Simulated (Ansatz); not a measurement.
# Strain response of P

These are results of Ansatz, DFT PBEsol, scalar-relativistic, plane waves, PAW, not measurements. (420 eV cutoff, 8×1×6 k-mesh, Gaussian smearing of 0.02 eV, no spin polarisation)

Reference structure (relaxed):

```yaml
crystal:
  lattice:
    - [3.28437, 0.00000, 0.00000]
    - [0.00000, 34.87475, 0.00000]
    - [0.00000, 0.00000, 4.43691]
  atoms:
    - { symbol: P, position: [0.00000, 0.96969, 0.58262] }
    - { symbol: P, position: [0.00000, 0.03031, 0.41738] }
    - { symbol: P, position: [0.50000, 0.03031, 0.08262] }
    - { symbol: P, position: [0.50000, 0.96969, 0.91738] }
```

Deformation: all cell vectors scaled alike, the atoms relaxed, all within the symmetry that the strain leaves. Energies are extrapolated to zero smearing. Gaps are Kohn–Sham gaps over the whole zone.

| strain (%) | ΔE (meV/atom) | a (Å) | b (Å) | c (Å) | gap (eV) |
| --- | --- | --- | --- | --- | --- |
| -4.5 | 46.9 | 3.137 | 33.305 | 4.237 | 0.07 |
| -3.0 | 20.0 | 3.186 | 33.829 | 4.304 | 0.33 |
| -1.5 | 4.8 | 3.235 | 34.352 | 4.370 | 0.52 |
| +0.0 | 0.0 | 3.284 | 34.875 | 4.437 | 0.69 |
| +1.5 | 4.3 | 3.334 | 35.398 | 4.503 | 0.86 |
| +3.0 | 16.7 | 3.383 | 35.921 | 4.570 | 1.01 |
| +4.5 | 36.2 | 3.432 | 36.444 | 4.637 | 1.01 |

Problem. What stiffness (1/V) d²E/dε² at zero strain does a cubic fit over all points give?

Solution. A cubic fit gives (1/V) d²E/dε² = 52 GPa at zero strain (nine times the bulk modulus at fixed shape).

Problem. How fast does the gap move with strain on either side?

Solution. 114 meV per percent on the compressed side and 110 meV per percent on the stretched side; it is indirect at -1.5 %, indirect at zero and indirect at +1.5 %.

This form isn't the element's structure at ambient conditions.